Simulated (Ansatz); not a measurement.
# TaInSe3 (model cell, started as cubic perovskite with Ta in the octahedra): following an unstable mode, part 3 of 3

Wanted: the energy along a soft mode of TaInSe3 (model cell, started as cubic perovskite with Ta in the octahedra) and the structure at the end.

Ansatz 0.2.0; DFT PBEsol, scalar-relativistic, plane waves, PAW.

So far. Step 4 (The mode frozen in, largest atomic shift 0.6 Å): The run ends at a pressure of -2.72 GPa, with forces up to 0.16 eV/Å. Step 5 (Energy along the mode, all amplitudes (two of the runs …): The lowest of the steps tried is the last one, at 0.6 Å, 59.5 meV/atom below the parent; the bottom of the well need not coincide with a step. The relaxed cell has a = 6.775, c = 10.301 Å (conventional setting).

The structure was built from a prototype and need not be the compound's stable phase.

## Step 7: Modes of the new phase

A relaxed structure may still be a saddle point, so its zone-centre modes are computed. No field response is asked, since the mesh shows no gap.

File input.yaml:

```yaml
crystal:
  lattice:
    - [4.7908103928, 5.1506852915, 0.0]
    - [4.7908103928, 0.0, 4.7908103928]
    - [4.7908103928, 0.0, -4.7908103928]
  atoms:
    - { symbol: In, position: [0.0, 0.0, 0.0] }
    - { symbol: In, position: [0.0, 0.5, 0.5] }
    - { symbol: Ta, position: [0.5, 0.25, 0.75] }
    - { symbol: Ta, position: [0.5, 0.75, 0.25] }
    - { symbol: Se, position: [0.5, -0.0825231949, 0.9174768051] }
    - { symbol: Se, position: [0.5, 0.5825231949, 0.5825231949] }
    - { symbol: Se, position: [0.0, 0.5, 0.0] }
    - { symbol: Se, position: [0.0, 0.0, 0.5] }
    - { symbol: Se, position: [0.5, 0.4174768051, 0.0825231949] }
    - { symbol: Se, position: [0.5, 0.0825231949, 0.4174768051] }
kpoints:
  mp_grid: { grid: [6, 6, 6] }
hamiltonian:
  xc: pbesol
scf:
  occupations: { method: methfessel_paxton, width: 0.15 }
output:
  eigenvalues: true
phonons:
  method: dfpt
```

Launch:

```
> ansatz run input.yaml --threads 8 --pin off --max-ram 14336MiB --backend cpu --events-out ev --progress --plain --runs-dir out
```

Numbers of over 12 decimals in the logs are rounded to 6 here.

Log:

```text
[...]
Crystal: 10 atoms, lattice volume = 236.436 Å³
Basis set: ecut = 420 eV, 4621 PW (Γ), exchange–correlation on 96×96×96 points (8 copies of the dense FFT grid, shifted against one another)
Bands: 89, of which v1, the nominal top of the filled ones, is band 74 counted from 1 (73 counted from 0)
Symmetry: 16 space group operations
k-points: 112 of 216 (irreducible under 1 space group operation, time reversal used)
[...]
SCF iter   1: F=—  HF=-63213.474593 eV  |F-HF|=—  |Δ(HF+E_count)|=         —  Δρ=3.72e-3  dr2=4.92e-2  ethr=1.77e-3  ⟨swp⟩=6.2  Hψ=34818  notcnv=0  defer=2
[...]
SCF iter  12: F=-63213.461356 eV  HF=-63213.461356 eV  |F-HF|=7.28e-12  |Δ(HF+E_count)|=  7.28e-12  S|Δr|=    0.00e0  Δρ=3.40e-8  dr2=3.10e-12  ethr=1.00e-12  ⟨swp⟩=9.9  Hψ=54854  notcnv=0
SCF 1 converged in 12 iterations: F = -63213.461356 eV  dr2 = 3.10e-12
[...]
DFPT response loops at Γ: preconditioner auto → Kerker (q_TF=auto, 2.523 Å⁻¹) (partly filled bands, converged f_vac=0.012); β = 1.00, the filter's whole step (`scf.mixing.beta` (0.50) is not read by the response loops under this deck's `scf.mixing.preconditioner`; to damp them name `kerker` or `kerker_dos`, under which they read `scf.mixing.beta`, and type it under 1.00, their step now; both keys bind the ground state too); Broyden in place of MSR1
SCF converged after 12 iterations
[...]
Free energy (F): -63213.461356 eV
[...]
Internal energy: -63213.470244 eV  (E = F + TS)
E sigma→0 (E₀):  -63213.463578 eV
Entropy (-TS):   0.008889 eV (0.889 meV/atom)
Fermi energy:    10.179569 eV
[...]
--- Band table (eV; the first three rows and the last of 112) ---
  k-point 0: bands = [... 70 lower, 9.1518, 9.9156, 9.9696, 9.9696, 10.2840, 10.4323, 10.4323, 10.6722, ... 11 higher]
  k-point 1: bands = [... 70 lower, 9.2927, 9.5543, 9.7551, 9.9535, 10.3915, 10.6009, 10.6737, 11.1902, ... 11 higher]
  k-point 2: bands = [... 70 lower, 9.2567, 9.3552, 9.4610, 9.5038, 10.8021, 11.0572, 11.1796, 11.4871, ... 11 higher]
  k-point 111: bands = [... 70 lower, 8.9258, 9.2831, 9.6575, 9.8196, 10.5217, 11.1221, 11.2577, 11.4589, ... 11 higher]
--- Phonons (Γ-DFPT): 9 representative perturbations + reference, on 112 of 216 k-points (Σ response iterations 34) ---
  k mesh reduced under 1 symmetry operation, with k and −k counted as one. Each operation leaves every solved perturbation unchanged. A smaller set is not used because it would not reduce the number of displacements times k-points to solve
  ASR residual: 1.343e-4 → 0.000e0 eV/Å²; symmetrization residual: 6.148e-5 eV/Å²
  ASR residual per site (eV/Å²): 1.34e-4 1.34e-4 1.30e-4 1.30e-4 7.29e-5 7.29e-5 6.70e-5 6.70e-5 7.29e-5 7.29e-5
  Γ frequencies (cm⁻¹): -59.99 -59.99 -32.29 0.00 0.00 0.00 25.99 25.99 44.52 44.52 74.07 80.18 80.18 88.59 90.48 103.60 103.60 115.48 122.55 124.16 124.16 146.74 155.44 155.44 170.08 181.15 201.60 201.60 214.60 275.97
  non-analytic LO–TO correction: not included (Born effective charges unavailable; polar crystals: no LO–TO splitting at Γ)
```

Wall time 19 min (8 threads of Arm Neoverse N1, shared host); peak memory 7 GiB.

Numbers from this step:

```
sum-rule residual before enforcement                    : 1.34e-4 eV/Å²
point group                                             : 4/mmm
highest optical mode at the zone centre (no LO-TO term) : 276.0 cm⁻¹
lowest optical zone-centre mode                         : -59.99 cm⁻¹
```

Patterns of degenerate modes are one choice out of their space. Modes at Γ, with each element's share of the kinetic energy (negative means imaginary):

```
mode  frequency (cm⁻¹)  symmetry  In %  Ta %  Se %
   1             -60.0        Eg    22     0    78
   2             -60.0        Eg    22     0    78
   3             -32.3       A2u    13    64    23
   4               0.0  acoustic    22    34    44
   5               0.0  acoustic    22    34    44
   6               0.0  acoustic    22    34    44
   7              26.0        Eu    70     4    26
   8              26.0        Eu    70     4    26
   9              44.5        Eg    77     0    23
  10              44.5        Eg    77     0    23
  11              74.1       B2g    94     0     6
  12              80.2        Eu     8    22    71
  13              80.2        Eu     8    22    71
  14              88.6       A2u    65     0    35
  15              90.5       B1u     0     0   100
  16             103.6        Eu     0    31    68
  17             103.6        Eu     0    31    68
  18             115.5       A1u     0   100     0
  19             122.5       A1g     0     0   100
  20             124.2        Eg     1     0    99
  21             124.2        Eg     1     0    99
  22             146.7       B2g     6     0    94
  23             155.4        Eu     1    92     7
  24             155.4        Eu     1    92     7
  25             170.1       A2g     0     0   100
  26             181.2       A2u     1     2    97
  27             201.6        Eu     0    17    83
  28             201.6        Eu     0    17    83
  29             214.6       B1g     0     0   100
  30             276.0       A2g     0     0   100
```

Displacements in mode 2 (-60.0 cm⁻¹), the largest set to 1:
```
In1 -0.55  0.00 -0.01
In2  0.55  0.00  0.01
Ta3  0.00  0.00  0.00
Ta4  0.00  0.00  0.00
Se5  0.00 -0.74  0.00
Se6  0.00  0.74  0.00
Se7  0.03  0.00  1.00
Se8 -0.03  0.00 -1.00
Se9  0.00  0.02  0.00
Se10 0.00 -0.02  0.00
```

Displacements in mode 10 (44.5 cm⁻¹), the largest set to 1:
```
In1  0.05  0.00 -1.00
In2 -0.05  0.00  1.00
Ta3  0.00  0.00  0.00
Ta4  0.00  0.00  0.00
Se5  0.00 -0.01  0.00
Se6  0.00  0.01  0.00
Se7 -0.62  0.00  0.03
Se8  0.62  0.00 -0.03
Se9  0.00 -0.23  0.00
Se10 0.00  0.23  0.00
```

Before it was imposed, the acoustic sum rule was missed by 1.3e-4 eV/Å². Small misses are needed for a sound result but don't prove that mesh and cutoff are converged. The lowest optical mode is imaginary, 60.0i cm⁻¹, so the energy falls along it.

## Step 8: Results

```json
{
  "unstable mode of the parent": "q = (-0.5, -0.5, -0.5), 70i cm⁻¹",
  "depth at the lowest point sampled": "59.5 meV/atom",
  "largest atomic shift at that point": "0.6 Å",
  "space group reached (within 0.01 Å)": "I4/mcm",
  "energy gained over the parent (first relaxation, on the mesh of the frozen mode)": "94.6 meV/atom",
  "volume per atom, phase reached": "23.6 Å³",
  "lowest optical zone-centre mode, phase reached": "-60.0 cm⁻¹",
  "highest optical mode at the zone centre (no LO-TO term), phase reached": "276 cm⁻¹"
}
```

In words: Along this mode the structure falls into I4/mcm, 94.6 meV/atom below the parent. At the parent's cell the well is 59.48 meV/atom deep on the steps tried, with its lowest point at a shift of 0.6 Å. That is the last step tried, so the steps alone don't bracket the bottom of the well. Relaxing atoms and cell changes the gain by +35.10 meV/atom against the lowest step (energies at zero smearing). The new phase still has an imaginary mode at the zone centre of its cell, so it is a saddle point on the way to a lower structure. Of the 7 patterns followed to their end from this parent, this one ends 47.6 meV/atom above the lowest, R-3c. Each path keeps the symmetry of its pattern, so a lower phase may lie along a pattern not tried. With no gap, or one that is small against the smearing, the frequencies hang on the k mesh and the smearing, most of all near Kohn anomalies. A semilocal functional can close a gap that the real compound would have, so the metallic treatment may be an artefact of the level. Spin-orbit coupling is left out, which can matter for the heavy elements here. The starting cell was built on a prototype and not taken from a measurement, so the phase need not exist.

[Logs are printed without paths, hosts, clocks, repeated set-up lines and the standing remarks that a program may print on its own settings, such as how far it seeks lower states.]

[Hosts, paths, dates, database ids (printed as entryN), source tags and the programs' standing remarks are cut or masked in the printed files.]
